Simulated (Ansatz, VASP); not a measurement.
# Si in two plane-wave programs, part 2 of 2

Wanted: the spread between two codes on one cell, functional and k mesh. The cell is taken from a series of runs on this material, whose earlier steps may have relaxed, scaled, displaced or heated it; both programs get it as it stands.

VASP 6.6.1 and Ansatz 0.2.0.

So far: The starting structure; VASP: relaxation of cell and atoms, PBEsol, pair 1; Ansatz: relaxation of cell and atoms, PBEsol, pair 1; Differences.

### Step 5. VASP: relaxation of cell and atoms, PBEsol, pair 2

Level of this step: PBEsol; plane waves and PAW (Si) (VASP).

The relaxed volume is the usual yardstick between codes: in a stiff, nearly cubic crystal its relative difference is about their pressure difference at one cell divided by the bulk modulus. This pair takes another cell of the material, with 8 atoms against 4 for the pair before.

Input file INCAR:

```
SYSTEM = Si
PREC = Accurate
ENCUT = 500
EDIFF = 1E-07
NELM = 120
ISMEAR = -1
SIGMA = 0.02
LREAL = .FALSE.
ALGO = Normal
GGA = PS
NBANDS = 24
LORBIT = 11
LWAVE = .FALSE.
LCHARG = .FALSE.
ISIF = 3
IBRION = 2
NSW = 80
EDIFFG = -0.005
LASPH = .TRUE.
GGA_COMPAT = .FALSE.
NELMIN = 4
EFERMI = MIDGAP
KPAR = 4
```

Input file POSCAR:

```
Si
1.0
    3.8400000000      0.0000000000      0.0000000000
   -1.9200000000      3.3255375500      0.0000000000
    0.0000000000      0.0000000000     12.5600000000
Si
8
Direct
    0.6666666700      0.3333333300      0.6562500000
    0.6666666700      0.3333333300      0.8437500000
    0.0000000000      0.0000000000      0.9062500000
    0.0000000000      0.0000000000      0.0937500000
    0.3333333300      0.6666666700      0.1562500000
    0.3333333300      0.6666666700      0.3437500000
    0.0000000000      0.0000000000      0.4062500000
    0.0000000000      0.0000000000      0.5937500000
```

Input file KPOINTS:

```
Automatic mesh
0
Gamma
9 9 3
0 0 0
```

The projector-augmented-wave data sets are Si (PBE family, release 64).

Started as:

```bash
$ mpirun -np 4 vasp_std
```

Numbers of over 12 decimals in the logs are rounded to 6 here.

The log of the run:

```text
[banner, memory and clock lines left out]
running    4 mpi-ranks, on    1 nodes
[...]
[... a notice as in an earlier step ...]

 LDA part: xc-table for (Slater+PW92), standard interpolation
 POSCAR, INCAR and KPOINTS ok, starting setup
[...]
entering main loop
       N       E                     dE             d eps       ncg     rms          rms(c)
DAV:   1     0.602037574321E+02    0.60204E+02   -0.11560E+04  1152   0.105E+03
DAV:   2    -0.421008205992E+02   -0.10230E+03   -0.95005E+02  1504   0.150E+02
DAV:   3    -0.467572698788E+02   -0.46564E+01   -0.45996E+01  1520   0.304E+01
DAV:   4    -0.468339790815E+02   -0.76709E-01   -0.76508E-01  1448   0.495E+00
[...]
DAV:  11    -0.459484977707E+02    0.19995E-05   -0.79728E-06  1472   0.143E-02    0.657E-03
DAV:  12    -0.459484987246E+02   -0.95389E-06   -0.93900E-07  1448   0.477E-03    0.266E-03
DAV:  13    -0.459484987389E+02   -0.14263E-07   -0.21722E-07  1312   0.239E-03
   1 F= -.45948499E+02 E0= -.45948499E+02  d E =-.459485E+02
[... from here on, the cycles between the ionic steps are left out ...]
   2 F= -.45950914E+02 E0= -.45950914E+02  d E =-.241571E-02
   3 F= -.45951028E+02 E0= -.45951028E+02  d E =-.252891E-02
   4 F= -.45951458E+02 E0= -.45951458E+02  d E =-.430474E-03
   5 F= -.45951493E+02 E0= -.45951493E+02  d E =-.465060E-03
   6 F= -.45951501E+02 E0= -.45951501E+02  d E =-.873433E-05
 trial-energy change:   -0.000009  1 .order   -0.000009   -0.000013   -0.000005
 step:   1.5517(harm=  1.5517)  dis= 0.00046  next Energy=   -45.951503 (dE=-0.107E-04)
 reached required accuracy - stopping structural energy minimisation
```

OUTCAR, selected parts (step 5):

```text
  Total       -0.0050537     -0.0050537      0.0102706      0.0000000      0.0000000      0.0000000
  in kB       -0.0504845     -0.0504845      0.1025993      0.0000000      0.0000000      0.0000000
  external PRESSURE =       0.0005435 kB  Pullay stress =       0.0000000 kB

 POSITION                                       TOTAL-FORCE (eV/Angst)
 -----------------------------------------------------------------------------------
      1.91735      1.10698      8.26051         0.000000     -0.000000      0.002599
      1.91735      1.10698     10.63074         0.000000     -0.000000     -0.002599
     -0.00000      0.00000     11.41966        -0.000000      0.000000      0.000289
      1.91735      3.32095      1.17451         0.000000     -0.000000     -0.000289
     -0.00000      2.21397      1.96343        -0.000000      0.000000      0.002599
     -0.00000      2.21397      4.33366         0.000000      0.000000     -0.002599
     -1.91735      3.32095      5.12257        -0.000000     -0.000000      0.000289
     -0.00000      0.00000      7.47159        -0.000000      0.000000     -0.000289
 -----------------------------------------------------------------------------------
    total drift:                               -0.000000     -0.000000     -0.000000

  FREE ENERGIE OF THE ION-ELECTRON SYSTEM (eV)
  ---------------------------------------------------
  free  energy   TOTEN  =       -45.9515014405 eV

  energy  without entropy=      -45.9515012308  energy(sigma->0) =      -45.95150134

[... 1 part as in an earlier step ...]

[... 3 further parts left out ...]
[key lines of the parts left out:]
E-fermi :   6.1010
```

### Step 6. Ansatz: relaxation of cell and atoms, PBEsol, pair 2

The same cell, functional, mesh and smearing now go to Ansatz.

The cell is taken from a series of runs on this material, whose earlier steps may have relaxed, scaled, displaced or heated it; both programs get it as it stands.

Input file input.yaml:

```yaml
crystal:
  lattice:
    - [3.84, 0.0, 0.0]
    - [-1.92, 3.32553755, 0.0]
    - [0.0, 0.0, 12.56]
  atoms:
    - { symbol: Si, position: [0.66666667, 0.33333333, 0.65625] }
    - { symbol: Si, position: [0.66666667, 0.33333333, 0.84375] }
    - { symbol: Si, position: [0.0, 0.0, 0.90625] }
    - { symbol: Si, position: [0.0, 0.0, 0.09375] }
    - { symbol: Si, position: [0.33333333, 0.66666667, 0.15625] }
    - { symbol: Si, position: [0.33333333, 0.66666667, 0.34375] }
    - { symbol: Si, position: [0.0, 0.0, 0.40625] }
    - { symbol: Si, position: [0.0, 0.0, 0.59375] }
kpoints:
  mp_grid: { grid: [9, 9, 3] }
scf:
  occupations: { method: fermi_dirac, width: 0.02 }
hamiltonian:
  xc: pbesol
  pseudopotentials: { kind: paw, azcp: { folder: soft_1 }, xc_functional: pbe }
basis:
  ecutwfc: 600
output:
  forces: true
  stress: true
relax:
  f_tol: 0.005
  max_steps: 70
  cell: { stress_tol: 0.02, p_target: 0 }
```

Started as:

```bash
$ ansatz run input.yaml --threads 4 --pin off --max-ram 10240MiB --backend cpu --events-out ev --progress --plain --runs-dir out
```

The log of the run:

```text
[...]
Crystal: 8 atoms, lattice volume = 160.392 Å³
Basis set: ecut = 600 eV, 5409 PW (Γ), exchange–correlation on 64×64×216 points (8 copies of the dense FFT grid, shifted against one another)
Bands: 24, of which v1, the nominal top of the filled ones, is band 16 counted from 1 (15 counted from 0)
Symmetry: 24 space group operations
[...]
k-points: 24 of 243
[...]
- [-1.2632795524308477e-19, 0, 12.590211]
  atoms:
    - { symbol: Si, position: [0.666667, 0.333333, 0.655915] }
    - { symbol: Si, position: [0.666667, 0.333333, 0.844085] }
    - { symbol: Si, position: [0, 0, 0.906749] }
    - { symbol: Si, position: [0, 0, 0.093251] }
    - { symbol: Si, position: [0.333333, 0.666667, 0.155915] }
    - { symbol: Si, position: [0.333333, 0.666667, 0.344085] }
    - { symbol: Si, position: [0, 0, 0.406749] }
    - { symbol: Si, position: [0, 0, 0.593251] }
[key lines of the parts left out:]
SCF converged after 4 iterations
Free energy (F): -4971.935082 eV
Fermi energy:    6.498491 eV
P = ⅓ Tr σ = 0.0013 GPa (0.013 kbar)
```

### Step 7. Differences

Compared:

```csv
quantity,Ansatz,VASP,difference
volume (Å³),160.18,160.38,-0.13 %
"edge a after relaxation, in the typed setting (Å)",3.833,3.835,-0.05 %
"edge c after relaxation, in the typed setting (Å)",12.590,12.594,-0.03 %
```

### Step 8. Ansatz: relaxation of cell and atoms, PBEsol, pair 3

The relaxed volume is the usual yardstick between codes: in a stiff, nearly cubic crystal its relative difference is about their pressure difference at one cell divided by the bulk modulus. This pair takes another cell of the material, with 12 atoms against 8 for the pair before.

The cell is taken from a series of runs on this material, whose earlier steps may have relaxed, scaled, displaced or heated it; both programs get it as it stands.

input.yaml, the sections that differ from step 6:

```yaml
crystal:
  lattice:
    - [3.84, 0.0, 0.0]
    - [-1.92, 3.32553755, 0.0]
    - [0.0, 0.0, 18.84]
  atoms:
    - { symbol: Si, position: [0.0, 0.0, 0.6875] }
    - { symbol: Si, position: [0.0, 0.0, 0.8125] }
    - { symbol: Si, position: [0.33333333, 0.66666667, 0.85416667] }
    - { symbol: Si, position: [0.33333333, 0.66666667, 0.97916667] }
    - { symbol: Si, position: [0.66666667, 0.33333333, 0.02083333] }
    - { symbol: Si, position: [0.66666667, 0.33333333, 0.14583333] }
    - { symbol: Si, position: [0.0, 0.0, 0.1875] }
    - { symbol: Si, position: [0.0, 0.0, 0.3125] }
    - { symbol: Si, position: [0.66666667, 0.33333333, 0.35416667] }
    - { symbol: Si, position: [0.66666667, 0.33333333, 0.47916667] }
    - { symbol: Si, position: [0.33333333, 0.66666667, 0.52083333] }
    - { symbol: Si, position: [0.33333333, 0.66666667, 0.64583333] }
kpoints:
  mp_grid: { grid: [9, 9, 2] }
# scf, hamiltonian, basis, output, relax: as in step 6
```

The log of the run:

```text
[...]
Crystal: 12 atoms, lattice volume = 240.588 Å³
Basis set: ecut = 600 eV, 8085 PW (Γ), exchange–correlation on 64×64×320 points (8 copies of the dense FFT grid, shifted against one another)
Bands: 36, of which v1, the nominal top of the filled ones, is band 24 counted from 1 (23 counted from 0)
Symmetry: 24 space group operations
[...]
k-points: 24 of 162
[...]
- { symbol: Si, position: [0.666667, 0.333333, 0.020799] }
    - { symbol: Si, position: [0.666667, 0.333333, 0.145397] }
    - { symbol: Si, position: [0, 0, 0.187178] }
    - { symbol: Si, position: [0, 0, 0.312822] }
    - { symbol: Si, position: [0.666667, 0.333333, 0.354603] }
    - { symbol: Si, position: [0.666667, 0.333333, 0.479201] }
    - { symbol: Si, position: [0.333333, 0.666667, 0.520799] }
    - { symbol: Si, position: [0.333333, 0.666667, 0.645397] }
[key lines of the parts left out:]
SCF converged after 4 iterations
Free energy (F): -7457.917980 eV
Fermi energy:    6.466616 eV
P = ⅓ Tr σ = 0.0002 GPa (0.002 kbar)
```

### Step 9. VASP: relaxation of cell and atoms, PBEsol, pair 3

The same cell, functional, mesh and smearing now go to VASP, with its own data sets.

Changes to INCAR since step 5:

```diff
@@ -10,3 +10,3 @@
 GGA = PS
-NBANDS = 24
+NBANDS = 36
 LORBIT = 11
```

Input file POSCAR:

```
Si
1.0
    3.8400000000      0.0000000000      0.0000000000
   -1.9200000000      3.3255375500      0.0000000000
    0.0000000000      0.0000000000     18.8400000000
Si
12
Direct
    0.0000000000      0.0000000000      0.6875000000
    0.0000000000      0.0000000000      0.8125000000
    0.3333333300      0.6666666700      0.8541666700
    0.3333333300      0.6666666700      0.9791666700
    0.6666666700      0.3333333300      0.0208333300
    0.6666666700      0.3333333300      0.1458333300
    0.0000000000      0.0000000000      0.1875000000
    0.0000000000      0.0000000000      0.3125000000
    0.6666666700      0.3333333300      0.3541666700
    0.6666666700      0.3333333300      0.4791666700
    0.3333333300      0.6666666700      0.5208333300
    0.3333333300      0.6666666700      0.6458333300
```

Input file KPOINTS:

```
Automatic mesh
0
Gamma
9 9 2
0 0 0
```

Started as:

```bash
$ mpirun -np 4 vasp_std
```

The log of the run:

```text
[banner, memory and clock lines left out]
running    4 mpi-ranks, on    1 nodes
[...]
[... a notice as in an earlier step ...]

 LDA part: xc-table for (Slater+PW92), standard interpolation
 POSCAR, INCAR and KPOINTS ok, starting setup
[...]
entering main loop
       N       E                     dE             d eps       ncg     rms          rms(c)
DAV:   1     0.103312118622E+03    0.10331E+03   -0.17750E+04  1728   0.107E+03
DAV:   2    -0.611638985959E+02   -0.16448E+03   -0.15376E+03  2184   0.160E+02
DAV:   3    -0.700926685280E+02   -0.89288E+01   -0.88005E+01  2228   0.335E+01
DAV:   4    -0.702658403976E+02   -0.17317E+00   -0.17242E+00  2240   0.577E+00
[...]
DAV:  12    -0.689398468611E+02   -0.11315E-05   -0.11628E-06  2172   0.431E-03    0.503E-03
DAV:  13    -0.689398469658E+02   -0.10469E-06   -0.36686E-07  1912   0.258E-03    0.182E-03
DAV:  14    -0.689398468773E+02    0.88463E-07   -0.56984E-08  1392   0.107E-03
   1 F= -.68939847E+02 E0= -.68939847E+02  d E =-.689398E+02
[... from here on, the cycles between the ionic steps are left out ...]
   2 F= -.68941972E+02 E0= -.68941972E+02  d E =-.212531E-02
   3 F= -.68941973E+02 E0= -.68941973E+02  d E =-.212599E-02
   4 F= -.68942491E+02 E0= -.68942491E+02  d E =-.518219E-03
   5 F= -.68942497E+02 E0= -.68942496E+02  d E =-.523731E-03
   6 F= -.68942642E+02 E0= -.68942642E+02  d E =-.145168E-03
   7 F= -.68942649E+02 E0= -.68942649E+02  d E =-.152354E-03
[...]
reached required accuracy - stopping structural energy minimisation
```

From OUTCAR (step 9):

```text
  Total        0.0223795      0.0223795     -0.0154931      0.0000000      0.0000000     -0.0000000
  in kB        0.1490109      0.1490109     -0.1031587      0.0000000      0.0000000     -0.0000000
  external PRESSURE =       0.0649544 kB  Pullay stress =       0.0000000 kB

 POSITION                                       TOTAL-FORCE (eV/Angst)
 -----------------------------------------------------------------------------------
      0.00000     -0.00000     12.96756         0.000000     -0.000000     -0.002965
      0.00000     -0.00000     15.33806        -0.000000     -0.000000      0.002965
     -0.00000      2.21541     16.12680         0.000000     -0.000000     -0.001432
     -0.00000      2.21541     18.47785        -0.000000      0.000000     -0.000111
      1.91861      1.10771      0.39256         0.000000     -0.000000      0.000111
      1.91861      1.10771      2.74361        -0.000000     -0.000000      0.001432
     -0.00000      0.00000      3.53236        -0.000000      0.000000     -0.002965
     -0.00000      0.00000      5.90285        -0.000000      0.000000      0.002965
      1.91861      1.10771      6.69159        -0.000000      0.000000     -0.001432
      1.91861      1.10771      9.04264         0.000000      0.000000     -0.000111
     -0.00000      2.21541      9.82777        -0.000000     -0.000000      0.000111
     -0.00000      2.21541     12.17882        -0.000000     -0.000000      0.001432
 -----------------------------------------------------------------------------------
    total drift:                               -0.000000     -0.000000      0.000000

  FREE ENERGIE OF THE ION-ELECTRON SYSTEM (eV)
  ---------------------------------------------------
  free  energy   TOTEN  =       -68.9426489503 eV

  energy  without entropy=      -68.9426487282  energy(sigma->0) =      -68.94264884

[... 1 part as in an earlier step ...]

[... 3 further parts left out ...]
[key lines of the parts left out:]
E-fermi :   6.0717
```

### Step 10. Comparison

The two programs side by side:

```csv
quantity,Ansatz,VASP,difference
volume (Å³),240.34,240.63,-0.12 %
"edge a after relaxation, in the typed setting (Å)",3.836,3.837,-0.03 %
"edge c after relaxation, in the typed setting (Å)",18.861,18.870,-0.05 %
```

### Step 11. Results

```json
{"difference in volume (relaxation of cell and atoms, PBEsol, pair 1)": "-0.15 %", "difference in volume (relaxation of cell and atoms, PBEsol, pair 2)": "-0.13 %", "difference in volume (relaxation of cell and atoms, PBEsol, pair 3)": "-0.12 %"}
```

In words: The difference in volume is -0.15 % (relaxation of cell and atoms, PBEsol, pair 1), within the 1.2 % picked in this series as the mark of a large difference, as far as the stopping tolerances let one tell. VASP runs on this material, other cells of it included, that failed, so that no pair exists: relaxation of cell and atoms, PBEsol (timeout). 2 further runs of this series are not shown here. Such differences can come from data sets, numerical settings and the points named under the comparisons, not from the functional's error against experiment.

[Lines on the potential files, build, host, timing and source positions are cut from VASP's logs without a mark.]

[Logs are printed without paths, hosts, clocks, repeated set-up lines and the standing remarks that a program may print on its own settings, such as how far it seeks lower states.]

[Hosts, paths, dates, database ids (printed as entryN), source tags and the programs' standing remarks are cut or masked in the printed files.]
